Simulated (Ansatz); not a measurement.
**Stability test of a LiCl cell**

Computed with DFT PBE, scalar-relativistic, plane waves, PAW (Ansatz 0.2.0). Plane waves to 420 eV, a k mesh through Γ of 6×6×4 on the computed 4-atom cell and Gaussian smearing (0.02 eV); no spin polarisation.

The cell below (4 atoms, P6_3/mmc (No. 194)) is relaxed within its symmetry. It is a trial structure, and others of LiCl can lie lower.

```
CELL_PARAMETERS angstrom
4.18480 0.00000 0.00000
-2.09240 3.62414 0.00000
0.00000 0.00000 5.29618
ATOMIC_POSITIONS crystal
Li 0.33333 0.66667 0.25000
Li 0.66667 0.33333 0.75000
Cl 0.33333 0.66667 0.75000
Cl 0.66667 0.33333 0.25000
```

For the test a repeat of it with 8 atoms was strained at random by about 1.5 %, the atoms were moved at random (σ = 0.05 Å), and all was relaxed without symmetry on a coarse k mesh with 0.1 eV smearing.

(1) Is the structure stable against such a distortion?

Answers

(1) It returns to P6_3/mmc (No. 194), within 1 meV/atom of the start's energy. So it is a local minimum, stable against the distortions that fit this cell and this draw; softer or longer ones aren't excluded.

Cost: 3 runs of about 1.2 core-minutes in all, on Arm Neoverse V2 (shared hosts).